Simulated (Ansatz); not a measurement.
CdS (Hawleyite):

```
Cd S
1.0
     0.00000    2.91650    2.91650
     2.91650    0.00000    2.91650
     2.91650    2.91650    0.00000
Cd S
1 1
Direct
  0.00000 0.00000 0.00000
  0.75000 0.75000 0.75000
```

Base run:

```yaml
Program: Ansatz 0.2.0
Functional: HSE06
Potentials_or_basis: all-electron PAW datasets made for the crystal
Cutoff: 290 eV (chosen from the basis error)
k_mesh: 6 × 6 × 6
Occupations: fermi-dirac, width 0.05 eV
Spin: no spin polarisation
```

Its results: band gap on the k mesh 2.17 eV, direct; pressure 1.7 GPa.

Question: The run is repeated on the same cell with these changes: functional from HSE06 to PBE0. What comes out?

Answer: Band gap on the k mesh 2.81 eV, direct; pressure 1.6 GPa.

